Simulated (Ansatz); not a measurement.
The following input was run with Ansatz 0.2.0.

```yaml
crystal:
  lattice:
    - [2.4873648738, 0.0, 0.0]
    - [-1.2436824369, 2.1541211692, 0.0]
    - [0.0, 0.0, 4.0632895034]
  atoms:
    - { symbol: Co, position: [0.66666667, 0.33333333, 0.259861], spin: 1.84 }
    - { symbol: Co, position: [0.33333333, 0.66666667, 0.740139], spin: 1.84 }
basis:
  ecutwfc: 420
kpoints:
  mp_grid: { grid: [18, 18, 10] }
hamiltonian:
  xc: pbe
scf:
  occupations: { method: gaussian, width: 0.1 }
output:
  forces: true
  stress: true
  eigenvalues: true
  populations: true
magnetization:
  spin_polarized: true
```

Launched with
```bash
ansatz run input.yaml --threads 1 --pin off --max-ram 2560MiB --backend cpu --events-out ev --progress --plain --runs-dir out
```

Computed with DFT PBE, scalar-relativistic, plane waves, PAW (Ansatz 0.2.0).

From the run's log, abridged (iterations and final results):

```
SCF iter   1: F=—  HF=-10251.656436 eV  |F-HF|=—  |Δ(HF+E_count)|=         —  Δρ=9.56e-2 (↑4.09e-2 ↓9.56e-2) dr2=2.34e0  dr2_m=1.63e-1  M=3.412 μB ∫|m|=3.557 μB  β_m=0.30  ethr=3.10e-3  ⟨swp⟩=4.9  Hψ=55611  notcnv=0
Mixer restart at iter 1: flushing history
SCF iter   2: F=—  HF=-10250.955172 eV  |F-HF|=—  |Δ(HF+E_count)|=   7.01e-1  Δρ=4.18e-2 (↑1.74e-2 ↓4.18e-2) dr2=1.81e-1  dr2_m=1.56e-1  M=3.446 μB ∫|m|=3.639 μB  β_m=0.37  ethr=3.10e-3  ⟨swp⟩=2.7  Hψ=28214  notcnv=0  defer=879
SCF iter   3: F=—  HF=-10251.552934 eV  |F-HF|=—  |Δ(HF+E_count)|=   5.98e-1  Δρ=2.03e-2 (↑2.03e-2 ↓1.01e-2) dr2=1.32e-2  dr2_m=4.14e-2  M=3.380 μB ∫|m|=3.622 μB  β_m=0.52  ethr=5.33e-4  ⟨swp⟩=2.1  Hψ=21350  notcnv=0  defer=880
SCF iter   4: F=—  HF=-10252.089426 eV  |F-HF|=—  |Δ(HF+E_count)|=   5.36e-1  Δρ=1.47e-2 (↑1.47e-2 ↓9.63e-3) dr2=7.29e-2  dr2_m=3.32e-3  M=3.286 μB ∫|m|=3.574 μB  β_m=0.61  ethr=3.89e-5  ⟨swp⟩=2.0  Hψ=29926  notcnv=0  defer=880
SCF iter   5: F=—  HF=-10252.231951 eV  |F-HF|=—  |Δ(HF+E_count)|=   1.43e-1  Δρ=1.04e-2 (↑1.04e-2 ↓8.38e-3) dr2=4.62e-2  dr2_m=8.80e-4  M=3.248 μB ∫|m|=3.557 μB  β_m=0.73  ethr=3.89e-5  ⟨swp⟩=2.3  Hψ=27197  notcnv=0  defer=861
SCF iter   6: F=—  HF=-10252.287439 eV  |F-HF|=—  |Δ(HF+E_count)|=   5.55e-2  Δρ=2.07e-3 (↑1.61e-3 ↓2.07e-3) dr2=7.87e-5  dr2_m=6.26e-4  M=3.219 μB ∫|m|=3.548 μB  β_m=0.86  ethr=3.89e-5  ⟨swp⟩=2.0  Hψ=30704  notcnv=0  defer=839
SCF iter   7: F=—  HF=-10252.288888 eV  |F-HF|=—  |Δ(HF+E_count)|=   1.45e-3  Δρ=1.00e-3 (↑1.00e-3 ↓7.43e-4) dr2=4.02e-4  dr2_m=3.65e-6  M=3.214 μB ∫|m|=3.552 μB  β_m=0.78  ethr=2.32e-7  ⟨swp⟩=2.3  Hψ=30779  notcnv=0  defer=821
SCF iter   8: F=—  HF=-10252.288990 eV  |F-HF|=—  |Δ(HF+E_count)|=   1.02e-4  Δρ=1.24e-4 (↑1.23e-4 ↓1.24e-4) dr2=2.15e-7  dr2_m=2.92e-6  M=3.215 μB ∫|m|=3.552 μB  β_m=0.89  ethr=2.32e-7  ⟨swp⟩=2.0  Hψ=26546  notcnv=0  defer=821
SCF iter   9: F=—  HF=-10252.288990 eV  |F-HF|=—  |Δ(HF+E_count)|=   2.73e-8  Δρ=1.13e-5 (↑6.92e-6 ↓1.13e-5) dr2=4.80e-8  dr2_m=1.90e-9  M=3.215 μB ∫|m|=3.552 μB  β_m=0.87  ethr=6.33e-10  ⟨swp⟩=2.0  Hψ=21243  notcnv=0  defer=821
SCF iter  10: F=-10252.288990 eV  HF=-10252.288990 eV  |F-HF|=7.16e-9  |Δ(HF+E_count)|=   4.31e-8  Δρ=6.80e-6 (↑6.80e-6 ↓2.01e-6) dr2=7.10e-9  dr2_m=1.51e-9  M=3.215 μB ∫|m|=3.552 μB  ethr=1.41e-10  ⟨swp⟩=4.7  Hψ=57689  notcnv=0
SCF 1 converged in 10 iterations: F = -10252.288990 eV  dr2 = 7.10e-9
SCF converged after 10 iterations
Magnetization: 3.2148 μB (18.6074 up, 15.3926 down)
Absolute magnetization: 3.5534 μB (∫|ρ↑−ρ↓|, with the PAW one-centre terms)
Spin contamination: 0.0577 ħ² per cell (⟨S²⟩ above its minimum at these occupations)
Per-site moments (μB) at R_I (Å): [(1.68648505, 0.99946916), (1.68648505, 0.99946916)]
Free energy (F): -10252.288990 eV
Harris-Foulkes:  -10252.288990 eV  (|F-HF|=7.16e-9)
Internal energy: -10252.281091 eV  (E = F + TS)
E sigma→0 (E₀):  -10252.285040 eV
Entropy (-TS):   -0.007899 eV (-3.950 meV/atom)
Fermi energy:    18.656055 eV
--- Per-component energies (eV) ---
  E_band       = -490.389176
  E_kinetic    = 907.291403
  E_local      = -5688.187940  (includes V_loc(G=0)·N_el)
  E_nonlocal   = 908.263852
  E_hartree    = 2384.842183
  E_xc         = -318.008987
  E_vxc        = -410.370212  (∫ρ·V_xc dr)
  E_paw        = -3030.321412  (= ΣΔE_a)
  E_vpaw       = -977.062594  (= ΣTr[D̂ρ^β])
  E_aug_tail   = 0.000157  (compensation charges beyond the density's cutoff)
  E_ewald      = -5416.160346
  E_smearing   = -0.007899  (= −TS)
--- Forces (eV/Å), atoms counted from 1 ---
  atom   1  Co     0.00000000     0.00000000    -0.50586052
  atom   2  Co     0.00000000     0.00000000     0.50586052
--- Stress (GPa, compression-positive) ---
        0.705302       0.000000       0.000000
        0.000000       0.705302       0.000000
        0.000000       0.000000      -0.804486
  P = ⅓ Tr σ = 0.2020 GPa (2.020 kbar)
--- Band table (eV; the first three rows and the last of 660) ---
  k-point 0 ↑: bands = ["-77.4484", "-77.3913", "-40.8463", "-40.5607", "-40.5607", "-40.5203", "-40.5131", "-40.5131", "9.6192", "13.4304", "15.9601", "16.0101", "16.0101", "16.3089", "16.3089", "16.7194", "16.7194", "17.7970", "17.7970", "18.3706", "24.7111", "40.4902", "42.9599"]
  k-point 1 ↑: bands = ["-77.4472", "-77.3926", "-40.8389", "-40.5597", "-40.5597", "-40.5279", "-40.5141", "-40.5141", "9.7185", "13.4075", "15.9326", "15.9850", "15.9850", "16.2853", "16.2853", "16.7762", "16.7762", "17.7917", "17.7917", "17.9717", "25.3091", "40.4518", "42.6162"]
  k-point 2 ↑: bands = ["-77.4437", "-77.3961", "-40.8176", "-40.5568", "-40.5568", "-40.5499", "-40.5171", "-40.5171", "10.0121", "13.3092", "15.8526", "15.9376", "15.9376", "16.2191", "16.2191", "16.9185", "16.9185", "17.1305", "17.7704", "17.7704", "26.7761", "40.0334", "41.0333"]
  k-point 329 ↓: bands = ["-75.3149", "-75.3149", "-38.7735", "-38.7735", "-38.7200", "-38.6862", "-38.5548", "-38.5548", "15.8390", "16.0698", "16.0698", "16.1936", "16.8789", "16.8789", "18.2292", "18.6422", "19.7160", "19.7160", "24.9367", "24.9367", "26.5047", "26.7066", "28.7583"]
--- Löwdin populations: 2 sites ---
  site symbol q [e]    m [muB]
     0     Co     16.7806     1.6739
     1     Co     16.7806     1.6739
  spilling = 0.012907 (of n_electrons = 34.000000)
```

The run converged.

Time: 32 s on 1 thread of Arm Neoverse V1, with other jobs on the host, peak memory 0.51 GiB.